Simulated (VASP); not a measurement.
The system is Ru.

```
Ru
1.0
     0.00000    2.63517    2.63517
     2.63517    0.00000    2.63517
     2.63517    2.63517    0.00000
Ru
2
Direct
  0.12500 0.12500 0.12500
  0.87500 0.87500 0.87500
```

The cell was built by a generator and needn't be a form met in nature.

| Quantity | Value |
| --- | --- |
| Program | VASP 6.6.1 |
| Task | relaxation of cell and atoms |
| Functional | PBEsol |
| Potentials or basis | VASP PAW PBE potentials, release 64 (Ru_pv) |
| Cutoff | 600 eV |
| k mesh | 10 × 10 × 10 |
| Occupations | fermi-dirac, width 0.1 eV |
| Spin | no spin polarisation |

At the start: pressure 15.1 GPa; volume 18.30 Å³/atom.

Task: How do energy, volume and symmetry change on relaxing?

Result: Over 4 steps the energy falls by 58.1 meV/atom and the volume is 19.63 Å³/atom (+7.3 %); space group Fd-3m (No. 227, to 0.05 Å).

Step by step:
```csv
step,energy change (eV),largest force (eV/Å),pressure (GPa),volume (Å³)
1,0.0000,0.0000,15.10,36.60
2,0.4383,0.0000,-20.69,46.52
3,-0.1158,0.0000,-0.84,39.42
4,-0.1162,0.0000,-0.04,39.26
```

Final structure:
```yaml
crystal:
  lattice:
    - [0.00000, 2.69748, 2.69748]
    - [2.69748, 0.00000, 2.69748]
    - [2.69748, 2.69748, 0.00000]
  atoms:
    - { symbol: Ru, position: [0.12500, 0.12500, 0.12500] }
    - { symbol: Ru, position: [0.87500, 0.87500, 0.87500] }
```

Caveat: the PAW data sets were made with another functional, which shifts forces and pressure a little.
